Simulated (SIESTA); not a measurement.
Crystal: GaSb.

```
Sb Ga
1.0
     0.00000    3.05900    3.05900
     3.05900    0.00000    3.05900
     3.05900    3.05900    0.00000
Sb Ga
1 1
Direct
  0.75000 0.75000 0.75000
  0.00000 0.00000 0.00000
```

Base run:

- Program: SIESTA 5.4.2
- Functional: PBE
- Potentials or basis: PseudoDojo 0.4 standard (PBE files, fully relativistic)
- Basis: TZP (energy shift 0.002 Ry; radii capped at 9.5 bohr)
- Grid cutoff: 800 Ry
- Energy shift: 0.002 Ry
- k mesh: 6 × 6 × 6
- Occupations: fermi-dirac, width 0.05 eV
- Spin: non-collinear spin, zero start, spin-orbit coupling
- Starting moments: [[0.0, 0.0, 0.0], [0.0, 0.0, 0.0]] μB

Its results: band gap on the k mesh none (metal or under the smearing width); pressure 3.6 GPa; net moment 0.00 μB per cell.

Q: The run is repeated on the same cell with these changes: functional from PBE to LDA. What comes out?

A: Band gap on the k mesh none (metal or under the smearing width); pressure -0.7 GPa; net moment 0.00 μB per cell.

LDA binds more tightly than PBE, so the same cell stands under less pressure.

Caveats: semicore shells carry a single zeta, which can move pressures by several GPa and volumes by a few percent; the basis of atomic orbitals isn't converged, which shifts pressures, moduli and gaps; the potentials were made for another functional, which shifts forces and pressure (some runs).

Not every run made on this cell is shown here.
